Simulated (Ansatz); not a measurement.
All numbers below come from DFT PBE, scalar-relativistic, plane waves, PAW in Ansatz 0.2.0. All cells share a 420 eV cutoff and Γ-centred k meshes spaced at most about 0.3 Å⁻¹ (about 0.25 or finer for metals, 2π included). No spin polarisation.

All energies are static (0 K, no zero-point motion).

Question: Order these relaxed structures of ZnSe₇ by energy, lowest first, with the energy over the lowest of them.
A.

```
Zn Se
1.0
     3.86683    0.00000    0.00000
    -1.93342    3.34877    0.00000
     0.00000    0.00000   15.87687
Zn Se
1 7
Direct
  0.00000 0.00000 0.14257
  0.00000 0.00000 0.97448
  0.33333 0.66667 0.19325
  0.33333 0.66667 0.87725
  0.00000 0.00000 0.49620
  0.33333 0.66667 0.59299
  0.66667 0.33333 0.40080
  0.66667 0.33333 0.78147
```

B.

```
Zn Se
1.0
     5.59233    0.00000    0.00000
     0.00000    5.59233    0.00000
     0.00000    0.00000    5.59233
Zn Se
1 7
Direct
  0.50000 0.50000 0.50000
  0.00000 0.50000 0.50000
  0.50000 0.00000 0.50000
  0.50000 0.50000 0.00000
  0.00000 0.00000 0.00000
  0.50000 0.00000 0.00000
  0.00000 0.50000 0.00000
  0.00000 0.00000 0.50000
```

Answer: A (0 meV/atom), B (25 meV/atom). Forms: A P3m1; B Pm-3m. Counting Se atoms around Zn (those within 1.25 times the shortest such distance or 1.15 times the sum of covalent radii; a plus sign parts nearer from farther groups): A has Zn 3+1; B has Zn 6. Both come from invented guesses.

The k mesh leaves some 4 meV/atom of noise in the energy of each metallic cell. Weakly bound directions are ill-defined at this level, which has no dispersion term (P3m1), and this can change margins and order among such cells. Cells relaxed within their symmetry can be saddle points. Some candidate types were left out of the draw beforehand, so a known form may be missing.
